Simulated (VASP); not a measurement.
# Li2O in VASP: further runs, part 2 of 2

VASP 6.6.1.

## 3. Single point, PBE, collinear spin, typed start

This run uses another cell than the first one: it holds 47 atoms, not 48.

File INCAR:

```
PREC = Accurate
ENCUT = 520
EDIFF = 1E-6
ISMEAR = 0
SIGMA = 0.01
LREAL = Auto
LASPH = True
NELM = 150
ALGO = Normal
ISIF = 2
LWAVE = False
LCHARG = True
ISPIN = 2
MAGMOM = 0.375 0 0 0 0 0 0 0 0 0.375 0 0.375 0 0 0 0.375 0 0.375 0 0 0 0 0 0 0 0 0 0 0.375 0 0.375 0.375 0 0 0 0 0 0 0 0 0 0 0 0 0 0 0
LORBIT = 11
GGA = PE
LELF = True
LVHAR = True
NBANDS = 126
NELECT = 185.0
```

File KPOINTS:

```
Automatic mesh
0
Gamma
  2 2 2
  0.5 0.5 0.5
```

File POSCAR:

```
Li32O15
1.0
    4.6262035150      4.6262035150     -4.6262035150
   -4.6262035150     -4.6262035150     -4.6262035150
   -4.6262035150      4.6262035150      4.6262035150
Li O
32 15
Direct
    0.2500000000      0.0000000000      0.0212339807
    0.5031366645      0.7512218319      0.0031366645
    0.7519148326      0.5019148326     -0.0012218319
    0.7480851674      0.0000000000      0.4968633355
   -0.0031366645      0.0000000000      0.2480851674
    0.2500000000      0.7468633355      0.2480851674
    0.4987781681      0.5019148326      0.2519148326
    0.7519148326      0.2487781681      0.2519148326
    0.0012218319      0.2531366645      0.0031366645
    0.5212339807      0.0000000000      0.7500000000
    0.7480851674      0.7468633355      0.7500000000
   -0.0212339807      0.7287660193      0.4787660193
    0.2500000000      0.4980851674      0.4968633355
    0.5031366645      0.2531366645      0.5012218319
   -0.0031366645      0.4980851674      0.7500000000
    0.2500000000      0.2712339807      0.7500000000
    0.2500000000      0.5019148326      0.0031366645
    0.5212339807      0.2712339807      0.0212339807
    0.7519148326      0.0000000000      0.0031366645
    0.7480851674      0.4980851674      0.5012218319
    0.0012218319      0.4980851674      0.2480851674
    0.2500000000      0.2531366645      0.2519148326
    0.5031366645      0.0000000000      0.2519148326
    0.7480851674      0.7512218319      0.2480851674
   -0.0031366645      0.7468633355     -0.0012218319
    0.5031366645      0.5019148326      0.7500000000
    0.7519148326      0.2531366645      0.7500000000
   -0.0031366645      0.2487781681      0.4968633355
    0.2500000000      0.0000000000      0.4787660193
    0.4987781681      0.7468633355      0.4968633355
   -0.0212339807      0.0000000000      0.7500000000
    0.2500000000      0.7287660193      0.7500000000
    0.4997379205      0.7502620795      0.7500000000
    0.7500000000      0.5000000000      0.7500000000
    0.7500000000      0.0000000000      0.2500000000
    0.0002620795      1.0000000000     -0.0002620795
    0.2500000000      0.7502620795     -0.0002620795
    0.4997379205      0.4994758410     -0.0002620795
    0.7494758410      0.2497379205     -0.0002620795
    0.0002620795      0.2497379205      0.7500000000
    0.4997379205      0.0000000000      0.5002620795
    0.7505241590      0.7502620795      0.5002620795
    0.0002620795      0.7502620795      0.2505241591
    0.2500000000      0.5000000000      0.2500000000
    0.4997379205      0.2497379205      0.2494758409
    0.0002620795      0.5005241590      0.5002620795
    0.2500000000      0.2497379205      0.5002620795
```

Potentials or basis: VASP PAW PBE potentials, release 64 (Li_sv, O).

Run with:

```console
$ cat potpaw_PBE.64/Li_sv/POTCAR potpaw_PBE.64/O/POTCAR > POTCAR
$ mpirun -np 1 vasp_std > vasp.out
```

OUTCAR:

```text
PREC = Accurate
   ENCUT = 520
   EDIFF = 1E-6
   ISMEAR = 0
   LREAL = Auto
   LASPH = True
   NELM = 150
   ISIF = 2
   ISPIN = 2
   LORBIT = 11
   GGA = PE
   NELECT = 185.0

 ion  position               nearest neighbor table
   1  0.250  0.000  0.021-  45 1.95  37 1.95  36 1.95  22 2.24  23 2.24  25 2.24  18 2.51  31 2.51
                            32 2.51
   2  0.503  0.751  0.003-  35 1.98  38 2.00  37 2.02  33 2.02  32 2.24  24 2.27  19 2.30  23 2.30
                            26 2.32  17 2.32
   3  0.752  0.502  0.999-  34 1.98  43 2.00  39 2.02  38 2.02  18 2.24  25 2.27  26 2.30  27 2.30
                            24 2.32  21 2.32
   4  0.748  0.000  0.497-  35 1.98  41 2.00  40 2.02  42 2.02  31 2.24  23 2.27  28 2.30  24 2.30
                            30 2.32  27 2.32
   5  0.997  0.000  0.248-  35 1.98  36 2.00  47 2.02  43 2.02  29 2.24  19 2.27  28 2.30  24 2.30
                            22 2.32  25 2.32
   6  0.250  0.747  0.248-  44 1.98  37 2.00  41 2.02  43 2.02  29 2.24  17 2.27  21 2.30  30 2.30
                            23 2.32  25 2.32
   7  0.499  0.502  0.252-  44 1.98  42 2.00  45 2.02  38 2.02  18 2.24  30 2.27  22 2.30  17 2.30
                            24 2.32  20 2.32
   8  0.752  0.249  0.252-  35 1.98  46 2.00  45 2.02  39 2.02  18 2.24  28 2.27  23 2.30  19 2.30
                            20 2.32  21 2.32
   9  0.001  0.253  0.003-  44 1.98  39 2.00  40 2.02  36 2.02  31 2.24  21 2.27  22 2.30  17 2.30
[... 73 lines left out ...]
  46  0.000  0.501  0.500-  12 1.95  32 1.95   8 2.00  28 2.00  20 2.02  21 2.02  13 2.02  15 2.02

  47  0.250  0.250  0.500-  16 1.95  29 1.95  22 2.00  13 2.00  14 2.02  26 2.02  28 2.02   5 2.02

  LATTYP: Found a body centered cubic cell.
 ALAT       =     9.2524070300

  Lattice vectors:

 A1 = (   4.6262035150,   4.6262035150,  -4.6262035150)
 A2 = (  -4.6262035150,  -4.6262035150,  -4.6262035150)
 A3 = (  -4.6262035150,   4.6262035150,   4.6262035150)
[... 273 lines left out ...]
      3     -41.8265      1.00000
      4     -41.8265      1.00000
      5     -41.7976      1.00000
      6     -41.7976      1.00000
[... 203 lines left out ...]
    103       8.3041      0.00000
    104       8.7784      0.00000
 Fermi energy:         3.0908914030

 spin component 2

 k-point     1 :       0.2500    0.2500    0.2500
  band No.  band energies     occupation
      1     -41.8267      1.00000
      2     -41.8011      1.00000
      3     -41.8011      1.00000
      4     -41.8011      1.00000
      5     -41.7718      1.00000
      6     -41.7718      1.00000
[... 203 lines left out ...]
    103       8.5596      0.00000
    104       8.8341      0.00000
 [bands above 104 left out]

------------------------ aborting loop because EDIFF is reached ----------------------------------------

  FORCE on cell =-STRESS in cart. coord.  units (eV):
  Direction    XX          YY          ZZ          XY          YZ          ZX
  --------------------------------------------------------------------------------------
  -------------------------------------------------------------------------------------
  Total       -2.3498160     -2.3498160     -2.3498160      0.0000000      0.0000000     -0.0000000
  in kB       -9.5062723     -9.5062723     -9.5062723      0.0000000      0.0000000     -0.0000000
  external PRESSURE =      -9.5062723 kB  Pullay stress =       0.0000000 kB

 VOLUME and BASIS-vectors are now :
 -----------------------------------------------------------------------------
  energy-cutoff  :      520.00
  volume of cell :      396.04
      direct lattice vectors                 reciprocal lattice vectors
     4.626203515  4.626203515 -4.626203515     0.000000000  0.108079984 -0.108079984
    -4.626203515 -4.626203515 -4.626203515    -0.108079984  0.000000000 -0.108079984
    -4.626203515  4.626203515  4.626203515    -0.108079984  0.108079984  0.000000000

 POSITION                                       TOTAL-FORCE (eV/Angst)
 -----------------------------------------------------------------------------------
      1.05832      1.25478     -1.05832         0.001883     -0.001883     -0.001883
     -1.16220     -1.13318     -5.78841        -0.017659     -0.003574     -0.017659
     -3.46400      5.77710     -1.17992         0.017659     -0.017659      0.003574
      1.16220      5.75939     -1.16220         0.017659      0.003574     -0.017659
      3.46400      5.75939     -3.46400        -0.017659      0.003574      0.017659
     -3.44628     -1.15090     -3.46400        -0.003574      0.017659      0.017659
[... 39 lines left out ...]
     -4.62863     -0.00000     -0.00242        -0.001083     -0.000000     -0.001083
     -2.31310      2.31553      0.00242         0.000000      0.001083      0.001083
 -----------------------------------------------------------------------------------
    total drift:                               -0.000001      0.000000      0.000001

  FREE ENERGIE OF THE ION-ELECTRON SYSTEM (eV)
  ---------------------------------------------------
  free  energy   TOTEN  =      -221.9289460689 eV

  energy  without entropy=     -221.9289460689  energy(sigma->0) =     -221.92894607

 total charge

# of ion       s       p       d       tot
------------------------------------------
    1        2.036   0.082   0.000   2.118
    2        2.035   0.081   0.000   2.115
    3        2.035   0.081   0.000   2.115
    4        2.035   0.081   0.000   2.115
    5        2.035   0.081   0.000   2.115
    6        2.035   0.081   0.000   2.115
[... 39 lines left out ...]
   46        1.535   3.492   0.000   5.027
   47        1.535   3.492   0.000   5.027
--------------------------------------------------
tot         88.136  55.012   0.000 143.148

 magnetization (x)

# of ion       s       p       d       tot
------------------------------------------
    1        0.003   0.008   0.000   0.011
    2        0.000   0.000   0.000   0.000
    3        0.000   0.000   0.000   0.000
    4        0.000   0.000   0.000   0.000
    5        0.000   0.000   0.000   0.000
    6        0.000   0.000   0.000   0.000
[... 39 lines left out ...]
   46        0.001   0.008   0.000   0.008
   47        0.001   0.008   0.000   0.008
--------------------------------------------------
tot          0.031   0.164   0.000   0.196
```

OSZICAR:

```text
N       E                     dE             d eps       ncg     rms          rms(c)
DAV:   1     0.188884269845E+04    0.18888E+04   -0.80823E+04  1008   0.168E+03
DAV:   2     0.330565207637E+02   -0.18558E+04   -0.17026E+04  1112   0.475E+02
DAV:   3    -0.207605920248E+03   -0.24066E+03   -0.23849E+03  1388   0.148E+02
DAV:   4    -0.244831101038E+03   -0.37225E+02   -0.36849E+02  1816   0.520E+01
DAV:   5    -0.249094984529E+03   -0.42639E+01   -0.42611E+01  1616   0.141E+01    0.309E+01
DAV:   6    -0.221154943377E+03    0.27940E+02   -0.12163E+02  1240   0.264E+01    0.116E+01
DAV:   7    -0.222072728184E+03   -0.91778E+00   -0.16051E+01  1512   0.838E+00    0.731E+00
DAV:   8    -0.221842769088E+03    0.22996E+00   -0.11337E+00  1400   0.384E+00    0.379E+00
DAV:   9    -0.221909281385E+03   -0.66512E-01   -0.33890E-01  1368   0.252E+00    0.107E+00
DAV:  10    -0.221920915777E+03   -0.11634E-01   -0.19141E-01  1488   0.110E+00    0.481E-01
DAV:  11    -0.221926754406E+03   -0.58386E-02   -0.21091E-02  1424   0.388E-01    0.301E-01
DAV:  12    -0.221928645309E+03   -0.18909E-02   -0.34305E-03  1288   0.202E-01    0.716E-02
DAV:  13    -0.221928911874E+03   -0.26657E-03   -0.79130E-04  1440   0.885E-02    0.226E-02
DAV:  14    -0.221928934942E+03   -0.23068E-04   -0.11417E-04  1544   0.314E-02    0.147E-02
DAV:  15    -0.221928942224E+03   -0.72820E-05   -0.11587E-05  1168   0.127E-02    0.840E-03
DAV:  16    -0.221928945402E+03   -0.31777E-05   -0.51567E-06   992   0.752E-03    0.277E-03
DAV:  17    -0.221928946069E+03   -0.66716E-06   -0.96514E-07   888   0.386E-03
   1 F= -.22192895E+03 E0= -.22192895E+03  d E =-.237218E-23  mag=     1.0001
```

stdout:

```text
POSCAR found type information on POSCAR LiO
 POSCAR found :  2 types and      47 ions
 scaLAPACK will be used
 LDA part: xc-table for (Slater+PW92), standard interpolation
 POSCAR, INCAR and KPOINTS ok, starting setup
 FFT: planning ... GRIDC
 FFT: planning ... GRID_SOFT
 FFT: planning ... GRID
 WAVECAR not read
 entering main loop
 the old and the new charge density differ
 old charge density:   186.00000 new  185.00001
    0.309E+01
```

It took 10 min on 1 thread of Intel Xeon Platinum 8488C (Sapphire Rapids), shared host; peak memory 0.69 GiB.

Results:

```yaml
Free_energy: -221.9289 eV
Largest_force: 0.025 eV/Å
Band_gap_on_the_k_mesh: 1.47 eV, indirect (least direct gap 1.49 eV)
Net_moment: 1.00 μB per cell
Valence_electrons_inside_the_program's_atomic_spheres: Li 2.12; O 5.03, 5.04
```

Forces in eV/Å, atoms in the order of the input:
```
Li   0.002 -0.002 -0.002
Li  -0.018 -0.004 -0.018
Li   0.018 -0.018  0.004
Li   0.018  0.004 -0.018
Li  -0.018  0.004  0.018
Li  -0.004  0.018  0.018
Li   0.004 -0.018  0.018
Li   0.018 -0.004  0.018
Li   0.004  0.018 -0.018
Li  -0.002 -0.002  0.002
Li   0.018  0.018 -0.004
Li  -0.002  0.002 -0.002
Li  -0.004 -0.018 -0.018
Li  -0.018  0.018  0.004
Li  -0.018 -0.018 -0.004
Li   0.002  0.002  0.002
Li   0.004  0.018  0.018
Li   0.002 -0.002  0.002
Li  -0.018 -0.004  0.018
Li  -0.018  0.018 -0.004
Li  -0.004  0.018 -0.018
Li   0.004 -0.018 -0.018
Li   0.018 -0.004 -0.018
Li  -0.018  0.004 -0.018
Li   0.018 -0.018 -0.004
Li   0.018  0.018  0.004
Li  -0.018 -0.018  0.004
Li   0.018  0.004  0.018
Li  -0.002  0.002  0.002
Li  -0.004 -0.018  0.018
Li   0.002  0.002 -0.002
Li  -0.002 -0.002 -0.002
O   -0.001 -0.001  0.000
O    0.000  0.000  0.000
O    0.000  0.000  0.000
O    0.001  0.000 -0.001
O    0.000 -0.001 -0.001
O    0.001  0.000  0.001
O    0.000 -0.001  0.001
O    0.001  0.001  0.000
O   -0.001  0.000  0.001
O    0.000  0.001 -0.001
O   -0.001  0.001  0.000
O    0.000  0.000  0.000
O    0.001 -0.001  0.000
O   -0.001  0.000 -0.001
O    0.000  0.001  0.001
```

Levels at points of the mesh, in eV from the valence-band top:
Spin up:
```csv
k point,band 91,band 92,band 93,band 94,band 95,band 96
"(0.25, 0.25, 0.25)",-2.04,-2.04,0.00,3.69,3.69,3.69
```
Spin down:
| k point | band 88 | band 89 | band 90 | band 91 | band 92 | band 93 | band 94 | band 95 | band 96 | band 97 |
| --- | --- | --- | --- | --- | --- | --- | --- | --- | --- | --- |
| (0.25, 0.25, 0.25) | -2.04 | -2.04 | -2.04 | -2.04 | -2.04 | 1.56 | 4.16 | 4.16 | 4.16 | 4.88 |

Caveat: the cell carries a net charge on a neutralising background, which shifts energy and pressure; the cell is charged against a uniform background, so pressure and absolute levels hang on convention; the cutoff is under 1.25 times the usual one of these potentials, so pressure, stress and relaxed cells hold a basis-set (Pulay) error.
